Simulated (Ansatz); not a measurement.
## What spin–orbit coupling does to the bands of AgI

```
Ag I
1.0
     0.00000    3.23650    3.23650
     3.23650    0.00000    3.23650
     3.23650    3.23650    0.00000
Ag I
1 1
Cartesian
  0.0000 0.0000 0.0000
  4.8548 4.8548 4.8548
```

Atoms are numbered in the order listed.

Conventional cell: a = 6.473 Å, b = 6.473 Å, c = 6.473 Å, α = 90.00°, β = 90.00°, γ = 90.00°. Ag (atom 1) is surrounded by 4 I at 2.80 Å. I (atom 2) is surrounded by 4 Ag at 2.80 Å.

The cell is COD entry 9008829, as deposited and not checked against the literature; nothing was relaxed. It differs from other determinations.

Levels of theory: DFT, PBE, all-electron LAPW, scalar-relativistic (Ansatz 0.2.0); DFT, PBE, all-electron LAPW, Dirac equation with spin-orbit coupling (Ansatz 0.2.0).

Numerical set-up: a Γ-centred 7×7×7 k mesh, Fermi–Dirac smearing of 0.01 eV, basis error target 0.5 meV/atom, no spin polarisation.

Levels between -4 and 3 eV, each run counted from its own valence-band top. Scalar levels are listed once for both spins; with the coupling every spinor state is counted. Levels near the edges of the range can cross them.

(1) At Γ (0.000, 0.000, 0.000) the scalar-relativistic levels are -3.11 (×2), 0.00 (×3), 1.34. What are they with spin–orbit coupling?

(2) At W (-0.500, -0.250, 0.250) the scalar-relativistic levels are -3.77, -3.18, -2.89, -2.79, -2.18, -1.66. What are they with spin–orbit coupling?

(3) At L (0.000, 0.000, 0.500) the scalar-relativistic levels are -3.08 (×2), -2.96, -0.74 (×2), 2.76. What are they with spin–orbit coupling?

(4) Without the coupling the gap is 1.34 eV, direct at Γ. And with it?

Results:

(1) -3.31 (×4), -0.65 (×2), 0.00 (×4), 1.11 (×2).

(2) -3.99, -3.55, -3.34, -3.20, -3.07, -2.91, -2.86, -2.43, -2.39, -1.84, -1.83.

(3) -3.58 (×2), -3.19 (×2), -3.02 (×2), -1.11 (×2), -0.79 (×2), 2.53 (×2).

(4) 1.11 eV, direct at Γ.
